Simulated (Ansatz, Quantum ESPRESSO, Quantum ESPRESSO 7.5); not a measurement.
## Tuning the work function of W(100)

Which overlayers raise and which lower the work function of W(100), and does electronegativity predict it?

Program: Quantum ESPRESSO 7.5. Level of theory: plane-wave DFT, PBE, GBRV ultrasoft pseudopotentials (geometry by Ansatz 0.2.0 with PAW datasets; geometry under PBE). Results are calculated unless marked as measured.

**Measured values to reproduce.**

For W (clean (100) face, which reconstructs), “Anisotropic work function of elemental crystals” (2019, arxiv:1902.07811) quotes earlier work: work function (clean (100) face, which reconstructs) 4.65 eV.

## Step 1: Set-up

The cell holds 5 atoms: 5 W. Cell: a = 3.160 Å, b = 3.160 Å, c = 22.320 Å, α = 90.0°, β = 90.0°, γ = 90.0°. It derives from W. Vacuum lies along c.

Coordinates:

```cif
data_structure
_symmetry_space_group_name_H-M 'P 1'
_symmetry_Int_Tables_number 1
_cell_length_a 3.1600
_cell_length_b 3.1600
_cell_length_c 22.3200
_cell_angle_alpha 90.000
_cell_angle_beta 90.000
_cell_angle_gamma 90.000
_cell_volume 222.88
loop_
_atom_site_label
_atom_site_type_symbol
_atom_site_fract_x
_atom_site_fract_y
_atom_site_fract_z
_atom_site_occupancy
W1 W 0.00000 0.00000 0.35842 1
W2 W 0.50000 0.50000 0.42921 1
W3 W 0.00000 0.00000 0.50000 1
W4 W 0.50000 0.50000 0.57079 1
W5 W 0.00000 0.00000 0.64158 1
```

This is the clean slab. Each overlayer is one atom a surface cell, set on the hollow site and held there by symmetry.

## Step 2: Relaxation with Ansatz, clean face

A relaxation in Ansatz fixes the structure of this slab for the runs on it.

Input file input.yaml:

```yaml
crystal:
  lattice:
    - [3.16, 0.0, 0.0]
    - [0.0, 3.16, 0.0]
    - [0.0, 0.0, 22.32]
  atoms:
    - { symbol: W, position: [0.0, 0.0, 0.3584229391] }
    - { symbol: W, position: [0.5, 0.5, 0.4292114695] }
    - { symbol: W, position: [0.0, 0.0, 0.5] }
    - { symbol: W, position: [0.5, 0.5, 0.5707885305] }
    - { symbol: W, position: [0.0, 0.0, 0.6415770609] }
kpoints:
  mp_grid: { grid: [8, 8, 1] }
hamiltonian:
  xc: pbe
scf:
  occupations: { method: fermi_dirac, width: 0.1 }
  convergence: { dr2_threshold: 1.0e-08 }
efield:
  axis: 3
  dipole_correction: true
  ramp_position: 0.97
  ramp_width: 0.04
relax:
  f_tol: 0.01
  constraints: [{ sites: [0, 1, 2] }]
output:
  write_potential: true
  write_density: true
  volumetric_format: npy
```

Launch:

```bash
$ ansatz run input.yaml --threads 4 --pin off --max-ram 8192MiB --backend cpu --events-out ev --progress --plain --runs-dir out
```

Numbers of over 12 decimals in the logs are rounded to 6 here.

Output:

```text
Engine: ansatz 0.2.0, x86_64-unknown-linux-gnu
Pseudopotentials: kind: paw
Pseudopotential: W, paw, valence charge 14, recommended cutoff 420 eV (normal), W.paw.azcp
Functional definition: PBE
  parameter kappa = 0.804
  parameter beta = 0.066725
  exchange = pbe_x(kappa = kappa, mu = beta*pi^2/3)
  correlation = pbe_c(beta = beta)
Crystal: 5 atoms, lattice volume = 222.879 Å³
Basis set: ecut = 420 eV, 4363 PW (Γ), exchange–correlation on 48×48×300 points (8 copies of the dense FFT grid, shifted against one another)
Bands: 42, of which v1, the nominal top of the filled ones, is band 35 counted from 1 (34 counted from 0)
Symmetry: 8 space group operations
k-points: 15 of 64
Non-local potential: W, projectors of the file, l = 0: 3, l = 1: 2, l = 2: 2, l = 3: 1
PAW form: soft (Blöchl's): semilocal exchange-correlation on the pseudo side does not see the compensation charge
PAW one-centre angular grid: W, 590 points (default); XC on 64 Gauss nodes
Initial density: superposition of atomic densities (neutral atoms: chi_scale 0, normalization atom), corrected by the library's trained network
Initial wavefunctions: pseudopotential atomic-orbital guess
Functional: x = pbe(κ = 0.804, μ = 0.219515), c = pbe(β = 0.066725)
SCF iter   1: F=—  HF=-51918.967712 eV  |F-HF|=—  |Δ(HF+E_count)|=         —  Δρ=5.97e-3  dr2=2.28e-1  ethr=1.77e-3  p=-0.000 e·Å  D=-3.01e-4 V/Å  ΔV_dip=0.01 eV  dr2_dipole=9.69e-5  V_vac-E_F(+/−)=4.37/4.36 eV  ⟨swp⟩=8.8  Hψ=3023  notcnv=0
efield: sawtooth ramp at fractional position 0.9700 (set: `efield.ramp_position`, or a place that a band, a saddle search or an elastic batch's reference lends), width 0.0400; the density the first Hamiltonian is built on has a dipole p = -0.000 e·Å; the dipole correction subtracts the counter field D = -3.01e-4 V/Å, which shifts the + side's vacuum level by +0.01 eV against the − side's; the planar-averaged density in the ramp window peaks in size at 3.7e-5 e/Å³
preconditioner: auto → LDOS  [metal: Δε(μ)=0.043 eV  Ē_g=4.220 eV  σ=0.100 eV  W_gap=0.11  n_scr=42 (ndim 8)  ℏωp=13.6 eV  f_vac=0.545  D(μ)=5.77/eV (n_scr^D=42)  β→1.0]
SCF iter   2: F=—  HF=-51918.953585 eV  |F-HF|=—  |Δ(HF+E_count)|=   1.41e-2  Δρ=4.39e-3  dr2=9.96e-2  ethr=3.26e-4  p=-0.000 e·Å  D=-2.19e-5 V/Å  ΔV_dip=0.00 eV  dr2_dipole=1.46e-7  V_vac-E_F(+/−)=4.27/4.27 eV  ⟨swp⟩=2.3  Hψ=1086  notcnv=0
SCF iter   3: F=—  HF=-51918.943159 eV  |F-HF|=—  |Δ(HF+E_count)|=   1.04e-2  Δρ=1.14e-3  dr2=6.73e-3  ethr=1.42e-4  p=-0.000 e·Å  D=-2.98e-5 V/Å  ΔV_dip=0.00 eV  dr2_dipole=6.58e-8  V_vac-E_F(+/−)=4.27/4.27 eV  ⟨swp⟩=2.0  Hψ=951  notcnv=0
SCF iter   4: F=—  HF=-51918.942995 eV  |F-HF|=—  |Δ(HF+E_count)|=   1.64e-4  Δρ=2.95e-4  dr2=2.90e-4  ethr=9.61e-6  p=-0.000 e·Å  D=-6.69e-6 V/Å  ΔV_dip=0.00 eV  dr2_dipole=1.84e-8  V_vac-E_F(+/−)=4.25/4.25 eV  ⟨swp⟩=2.5  Hψ=858  notcnv=0
SCF iter   5: F=—  HF=-51918.943068 eV  |F-HF|=—  |Δ(HF+E_count)|=   7.30e-5  Δρ=1.16e-4  dr2=3.08e-5  ethr=4.14e-7  p=-0.000 e·Å  D=-1.46e-6 V/Å  ΔV_dip=0.00 eV  dr2_dipole=9.73e-9  V_vac-E_F(+/−)=4.24/4.24 eV  ⟨swp⟩=3.1  Hψ=1110  notcnv=0
SCF iter   6: F=—  HF=-51918.943087 eV  |F-HF|=—  |Δ(HF+E_count)|=   1.92e-5  Δρ=3.43e-5  dr2=2.79e-6  ethr=4.40e-8  p=-0.000 e·Å  D=-7.67e-7 V/Å  ΔV_dip=0.00 eV  dr2_dipole=4.09e-11  V_vac-E_F(+/−)=4.24/4.24 eV  ⟨swp⟩=2.9  Hψ=1190  notcnv=0
SCF iter   7: F=—  HF=-51918.943164 eV  |F-HF|=—  |Δ(HF+E_count)|=   7.65e-5  Δρ=9.06e-6  dr2=1.28e-7  ethr=3.99e-9  p=0.000 e·Å  D=5.29e-8 V/Å  ΔV_dip=-0.00 eV  dr2_dipole=1.21e-10  V_vac-E_F(+/−)=4.24/4.24 eV  ⟨swp⟩=2.7  Hψ=1114  notcnv=0
SCF iter   8: F=—  HF=-51918.943164 eV  |F-HF|=—  |Δ(HF+E_count)|=   5.67e-7  Δρ=2.27e-6  dr2=2.04e-8  ethr=1.83e-10  p=0.000 e·Å  D=8.20e-7 V/Å  ΔV_dip=-0.00 eV  dr2_dipole=7.31e-12  V_vac-E_F(+/−)=4.24/4.24 eV  ⟨swp⟩=3.3  Hψ=1320  notcnv=0
SCF iter   9: F=-51918.943164 eV  HF=-51918.943164 eV  |F-HF|=1.64e-9  |Δ(HF+E_count)|=   2.37e-8  Δρ=6.82e-7  dr2=2.53e-9  ethr=1.43e-11  p=0.000 e·Å  D=1.11e-6 V/Å  ΔV_dip=-0.00 eV  dr2_dipole=3.88e-14  V_vac-E_F(+/−)=4.24/4.24 eV  ⟨swp⟩=11.2  Hψ=4729  notcnv=0
SCF 1 converged in 9 iterations: F = -51918.943164 eV  dr2 = 2.53e-9
  greatest PAW one-centre occupation: 1.000 electrons in one spin orbital (limit 2), on the W atom at site 0 (counted from 0), in its partial waves of l = 0
relax step   1: F+E_penalty+E_count = -51918.94316410 eV  Δ(F+E_penalty+E_count) = +0.000e0 eV  max|allowed force component| = 1.640e0 eV/Å  Δτ_max = 0.0000 Å  (9 SCF iters, accepted)
Initial density: handed on by an earlier stage of this run
Initial wavefunctions: those handed on with the density
SCF iter   1: F=—  HF=-51918.970676 eV  |F-HF|=—  |Δ(HF+E_count)|=         —  Δρ=1.35e-2  dr2=2.92e0  ethr=3.10e-3  p=0.000 e·Å  D=1.11e-6 V/Å  ΔV_dip=-0.00 eV  dr2_dipole=8.92e-1  V_vac-E_F(+/−)=4.28/4.28 eV  ⟨swp⟩=6.3  Hψ=1914  notcnv=0
efield: sawtooth ramp at fractional position 0.9700 (set: `efield.ramp_position`, or a place that a band, a saddle search or an elastic batch's reference lends), width 0.0400; the density the first Hamiltonian is built on has a dipole p = 0.000 e·Å; the dipole correction subtracts the counter field D = 1.11e-6 V/Å, which shifts the + side's vacuum level by -0.00 eV against the − side's; the planar-averaged density in the ramp window peaks in size at 1.5e-6 e/Å³
preconditioner: auto → LDOS  [metal: Δε(μ)=0.024 eV  Ē_g=4.376 eV  σ=0.100 eV  W_gap=0.06  n_scr=42 (ndim 8)  ℏωp=13.6 eV  f_vac=0.554  D(μ)=5.15/eV (n_scr^D=26)  β→1.0]
SCF iter   2: F=—  HF=-51918.878318 eV  |F-HF|=—  |Δ(HF+E_count)|=   9.24e-2  Δρ=4.91e-3  dr2=2.13e-1  ethr=3.10e-3  p=0.013 e·Å  D=1.06e-2 V/Å  ΔV_dip=-0.24 eV  dr2_dipole=4.13e-3  V_vac-E_F(+/−)=3.98/4.22 eV  ⟨swp⟩=2.3  Hψ=972  notcnv=0
SCF iter   3: F=—  HF=-51918.858798 eV  |F-HF|=—  |Δ(HF+E_count)|=   1.95e-2  Δρ=2.01e-3  dr2=4.55e-2  ethr=3.04e-4  p=0.003 e·Å  D=2.62e-3 V/Å  ΔV_dip=-0.06 eV  dr2_dipole=3.04e-3  V_vac-E_F(+/−)=4.18/4.24 eV  ⟨swp⟩=2.8  Hψ=1114  notcnv=0
SCF iter   4: F=—  HF=-51918.854655 eV  |F-HF|=—  |Δ(HF+E_count)|=   4.14e-3  Δρ=4.39e-4  dr2=2.18e-3  ethr=6.50e-5  p=0.005 e·Å  D=4.20e-3 V/Å  ΔV_dip=-0.09 eV  dr2_dipole=4.38e-4  V_vac-E_F(+/−)=4.14/4.24 eV  ⟨swp⟩=2.1  Hψ=840  notcnv=0
SCF iter   5: F=—  HF=-51918.854581 eV  |F-HF|=—  |Δ(HF+E_count)|=   7.37e-5  Δρ=1.66e-4  dr2=1.19e-4  ethr=3.11e-6  p=0.006 e·Å  D=4.59e-3 V/Å  ΔV_dip=-0.10 eV  dr2_dipole=6.96e-7  V_vac-E_F(+/−)=4.13/4.24 eV  ⟨swp⟩=2.1  Hψ=959  notcnv=0
[...]
SCF iter   4: F=—  HF=-51919.061561 eV  |F-HF|=—  |Δ(HF+E_count)|=   2.41e-3  Δρ=4.38e-4  dr2=1.69e-3  ethr=3.24e-5  p=0.007 e·Å  D=5.94e-3 V/Å  ΔV_dip=-0.13 eV  dr2_dipole=1.28e-5  V_vac-E_F(+/−)=4.12/4.25 eV  ⟨swp⟩=1.9  Hψ=774  notcnv=0
SCF iter   5: F=—  HF=-51919.061396 eV  |F-HF|=—  |Δ(HF+E_count)|=   1.65e-4  Δρ=1.12e-4  dr2=6.46e-5  ethr=2.42e-6  p=0.007 e·Å  D=5.60e-3 V/Å  ΔV_dip=-0.12 eV  dr2_dipole=2.22e-7  V_vac-E_F(+/−)=4.13/4.25 eV  ⟨swp⟩=2.0  Hψ=976  notcnv=0
SCF iter   6: F=—  HF=-51919.061389 eV  |F-HF|=—  |Δ(HF+E_count)|=   7.15e-6  Δρ=3.87e-5  dr2=4.74e-6  ethr=9.23e-8  p=0.007 e·Å  D=5.57e-3 V/Å  ΔV_dip=-0.12 eV  dr2_dipole=1.85e-7  V_vac-E_F(+/−)=4.13/4.25 eV  ⟨swp⟩=2.1  Hψ=943  notcnv=0
SCF iter   7: F=—  HF=-51919.061458 eV  |F-HF|=—  |Δ(HF+E_count)|=   6.88e-5  Δρ=1.28e-5  dr2=7.77e-7  ethr=6.77e-9  p=0.007 e·Å  D=5.57e-3 V/Å  ΔV_dip=-0.12 eV  dr2_dipole=6.44e-8  V_vac-E_F(+/−)=4.13/4.25 eV  ⟨swp⟩=2.9  Hψ=1096  notcnv=0
SCF iter   8: F=—  HF=-51919.061458 eV  |F-HF|=—  |Δ(HF+E_count)|=   1.17e-7  Δρ=2.81e-6  dr2=2.60e-8  ethr=1.11e-9  p=0.007 e·Å  D=5.59e-3 V/Å  ΔV_dip=-0.12 eV  dr2_dipole=2.04e-9  V_vac-E_F(+/−)=4.13/4.25 eV  ⟨swp⟩=2.5  Hψ=970  notcnv=0
SCF iter   9: F=-51919.061458 eV  HF=-51919.061458 eV  |F-HF|=2.82e-9  |Δ(HF+E_count)|=   9.58e-8  Δρ=1.16e-6  dr2=6.87e-9  ethr=1.43e-11  p=0.007 e·Å  D=5.60e-3 V/Å  ΔV_dip=-0.12 eV  dr2_dipole=4.27e-10  V_vac-E_F(+/−)=4.13/4.25 eV  ⟨swp⟩=11.6  Hψ=4910  notcnv=0
SCF 3 converged in 9 iterations: F = -51919.061458 eV  dr2 = 6.87e-9
relax step   3: F+E_penalty+E_count = -51919.06145800 eV  Δ(F+E_penalty+E_count) = -1.183e-1 eV  max|allowed force component| = 1.300e-1 eV/Å  Δτ_max = 0.0954 Å  (9 SCF iters, accepted)
[...]
relax step   4: F+E_penalty+E_count = -51919.06214548 eV  Δ(F+E_penalty+E_count) = -6.875e-4 eV  max|allowed force component| = 1.302e-2 eV/Å  Δτ_max = 0.0104 Å  (7 SCF iters, accepted)
SCF iter   1: F=—  HF=-51919.062149 eV  |F-HF|=—  |Δ(HF+E_count)|=         —  Δρ=2.45e-4  dr2=9.69e-4  ethr=3.20e-6  p=0.007 e·Å  D=5.40e-3 V/Å  ΔV_dip=-0.12 eV  dr2_dipole=2.93e-4  V_vac-E_F(+/−)=4.13/4.25 eV  ⟨swp⟩=2.0  Hψ=1074  notcnv=0
efield: sawtooth ramp at fractional position 0.9700 (set: `efield.ramp_position`, or a place that a band, a saddle search or an elastic batch's reference lends), width 0.0400; the density the first Hamiltonian is built on has a dipole p = 0.007 e·Å; the dipole correction subtracts the counter field D = 5.40e-3 V/Å, which shifts the + side's vacuum level by -0.12 eV against the − side's; the planar-averaged density in the ramp window peaks in size at 2.2e-6 e/Å³
preconditioner: auto → LDOS  [metal: Δε(μ)=0.031 eV  Ē_g=4.266 eV  σ=0.100 eV  W_gap=0.08  n_scr=42 (ndim 8)  ℏωp=13.6 eV  f_vac=0.548  D(μ)=5.41/eV (n_scr^D=34)  β→1.0]
SCF iter   2: F=—  HF=-51919.062121 eV  |F-HF|=—  |Δ(HF+E_count)|=   2.82e-5  Δρ=1.15e-4  dr2=1.50e-4  ethr=1.38e-6  p=0.007 e·Å  D=5.51e-3 V/Å  ΔV_dip=-0.12 eV  dr2_dipole=4.96e-6  V_vac-E_F(+/−)=4.13/4.25 eV  ⟨swp⟩=1.3  Hψ=759  notcnv=0
SCF iter   3: F=—  HF=-51919.062109 eV  |F-HF|=—  |Δ(HF+E_count)|=   1.21e-5  Δρ=6.50e-5  dr2=3.79e-5  ethr=2.14e-7  p=0.007 e·Å  D=5.44e-3 V/Å  ΔV_dip=-0.12 eV  dr2_dipole=1.69e-6  V_vac-E_F(+/−)=4.13/4.25 eV  ⟨swp⟩=2.5  Hψ=965  notcnv=0
SCF iter   4: F=—  HF=-51919.062089 eV  |F-HF|=—  |Δ(HF+E_count)|=   1.91e-5  Δρ=1.19e-5  dr2=1.41e-6  ethr=5.41e-8  p=0.007 e·Å  D=5.44e-3 V/Å  ΔV_dip=-0.12 eV  dr2_dipole=8.50e-8  V_vac-E_F(+/−)=4.13/4.25 eV  ⟨swp⟩=2.0  Hψ=838  notcnv=0
SCF iter   5: F=—  HF=-51919.062158 eV  |F-HF|=—  |Δ(HF+E_count)|=   6.87e-5  Δρ=4.97e-6  dr2=1.76e-7  ethr=2.02e-9  p=0.007 e·Å  D=5.43e-3 V/Å  ΔV_dip=-0.12 eV  dr2_dipole=1.50e-9  V_vac-E_F(+/−)=4.13/4.25 eV  ⟨swp⟩=2.0  Hψ=889  notcnv=0
SCF iter   6: F=—  HF=-51919.062158 eV  |F-HF|=—  |Δ(HF+E_count)|=  9.53e-10  Δρ=1.16e-6  dr2=1.00e-8  ethr=1.43e-11  p=0.007 e·Å  D=5.42e-3 V/Å  ΔV_dip=-0.12 eV  dr2_dipole=1.27e-13  V_vac-E_F(+/−)=4.13/4.25 eV  ⟨swp⟩=10.3  Hψ=5276  notcnv=0
SCF iter   7: F=-51919.062158 eV  HF=-51919.062158 eV  |F-HF|=9.97e-10  |Δ(HF+E_count)|=   2.51e-9  Δρ=4.58e-7  dr2=1.62e-9  ethr=1.43e-11  p=0.007 e·Å  D=5.41e-3 V/Å  ΔV_dip=-0.12 eV  dr2_dipole=9.23e-12  V_vac-E_F(+/−)=4.13/4.25 eV  ⟨swp⟩=10.4  Hψ=4378  notcnv=0
SCF 5 converged in 7 iterations: F = -51919.062158 eV  dr2 = 1.62e-9
relax step   5: F+E_penalty+E_count = -51919.06215811 eV  Δ(F+E_penalty+E_count) = -1.264e-5 eV  max|allowed force component| = 8.478e-3 eV/Å  Δτ_max = 0.0027 Å  (7 SCF iters, accepted)
NSCF: frozen V_eff on 15 k-points
the band table was solved once a step of the walk had ended and its energy, with any forces and stress, was formed, with the checks that follow a solve (3055 applications of the Hamiltonian). They found nothing against the state; the energy, forces and stress were not computed again (output.eigenvalues in the input reference)
WARN: The output density's exchange-correlation potential varies sharply where the density is thin. Do not read a vacuum level from v_tot or v_xc, or from such a field of the output density. On a cell that repeats whose density bears no net charge and no dipole along the vacuum's axis use v_es (v_loc + v_h of the components); under efield.dipole_correction with no amplitude use v_es + v_field, which holds any externa [...]
SCF converged after 7 iterations
Free energy (F): -51919.062158 eV
Harris-Foulkes:  -51919.062158 eV  (|F-HF|=9.97e-10)
Internal energy: -51918.887272 eV  (E = F + TS)
E sigma→0 (E₀):  -51918.974715 eV
Entropy (-TS):   -0.174886 eV (-34.977 meV/atom)
Fermi energy:    5.419638 eV
Dipole field:    D = 0.005404 V/Å  (p = 0.006656 e·Å, saw-weighted, corrected)
Work function:   Φ+ = 4.1295 eV   Φ− = 4.2501 eV
Levels:          The Fermi level and band energies are counted from a zero that moves with the ramp; work functions are not
--- Per-component energies (eV) ---
  E_band       = -1590.512897
  E_kinetic    = 2239.413809
  E_local      = -72909.549644  (includes V_loc(G=0)·N_el)
  E_nonlocal   = 8.083909
  E_hartree    = 35440.654470
  E_xc         = -1327.478655
  E_vxc        = -1184.435864  (∫ρ·V_xc dr)
  E_paw        = -42812.979748  (= ΣΔE_a)
  E_vpaw       = -625.251992  (= ΣTr[D̂ρ^β])
  E_aug_tail   = -0.000289  (compensation charges beyond the density's cutoff)
  E_efield     = 0.000018  (sawtooth field / dipole correction)
  E_vefield    = -0.082621  (∫n·V_field dr)
  E_ewald      = 27442.968858
  E_smearing   = -0.174886  (= −TS)
  E_closure    = 0.000000  (closes the sum)
  Σ components = -51919.062158   (vs F -51919.062158, Δ=0.00e0)
--- Forces (eV/Å), atoms counted from 1 ---
  atom   1  W      0.00000000     0.00000000     1.18371987
  atom   2  W      0.00000000     0.00000000    -1.15014151
  atom   3  W     -0.00000000     0.00000000    -0.04316204
  atom   4  W     -0.00000000     0.00000000     0.00847829
  atom   5  W      0.00000000     0.00000000     0.00109753
  max |Σ_I F_I| component: 7.85e-6 eV/Å
--- Band table (eV; the first three rows and the last of 15) ---
  k-point 0: bands = [... 31 lower, 4.7571, 4.7571, 5.0555, 5.1875, 5.3474, 5.5081, 5.5173, 5.5173, ... 3 higher]
  k-point 1: bands = [... 31 lower, 4.6935, 4.8231, 4.8262, 4.9684, 5.3719, 5.6404, 6.2820, 6.3411, ... 3 higher]
  k-point 2: bands = [... 31 lower, 4.2401, 4.3302, 4.6265, 4.6976, 6.0737, 6.1258, 6.1938, 6.5194, ... 3 higher]
  k-point 14: bands = [... 31 lower, 4.4713, 4.4713, 7.1830, 7.1830, 7.2441, 7.3803, 7.7968, 7.7968, ... 3 higher]
--- Relaxed structure (5 steps of the walk, 4 accepted, 0 SCFs on fresh bases) ---
  F+E_penalty+E_count = -51919.06215811 eV   max|allowed force component| = 8.478e-3 eV/Å
  atoms:
    - { symbol: W, position: [0.0, 0.0, 0.3584229391] }
    - { symbol: W, position: [0.500000, 0.500000, 0.429211] }
    - { symbol: W, position: [0.0, 0.0, 0.500000] }
    - { symbol: W, position: [0.500000, 0.500000, 0.573668] }
    - { symbol: W, position: [0, 0.0, 0.637647] }
```

Run time: 25 s. Hardware: 4 threads of Intel Xeon at 2.70GHz, shared host; peak memory 0.58 GiB.

Step by step:

| step | energy less that of the first step (eV) | largest force component (eV/Å) |
| --- | --- | --- |
| 1 | 0.0000 | 1.6397 |
| 2 | 0.0885 | 2.4132 |
| 3 | -0.1183 | 0.1300 |
| 4 | -0.1190 | 0.0130 |
| 5 | -0.1190 | 0.0085 |

Relaxation step 2 was tried and not accepted.

The atoms that moved most (Å):

| atom | dx | dy | dz | length |
| --- | --- | --- | --- | --- |
| W5 | 0.000 | 0.000 | -0.088 | 0.088 |
| W4 | 0.000 | 0.000 | 0.064 | 0.064 |

The relaxation lowers the energy by 24 meV an atom. Held were the atoms numbered 1, 2 and 3; the forces quoted are those on the free ones.

This step gave:

* free energy: -51919.0622 eV
* energy at zero smearing: -51918.9747 eV
* smearing term TS: 0.1749 eV
* Fermi energy: 5.420 eV
* symmetry operations: 8
* work function of the upper face: 4.129 eV
* work function of the lower face: 4.250 eV
* dipole along the normal: 0.006656 e·Å

[end of part 1 of 11]

[Logs are printed without paths, hosts, clocks, repeated set-up lines and the standing remarks that a program may print on its own settings, such as how far it seeks lower states.]

[Hosts, paths, dates, database ids (printed as entryN), source tags and the programs' standing remarks are cut or masked in the printed files.]

[Maps of the electrostatic potential energy from Ansatz leave out the sawtooth potential of an applied field or a dipole correction, so their vacuum need not be flat; planar profiles and work functions include it.]
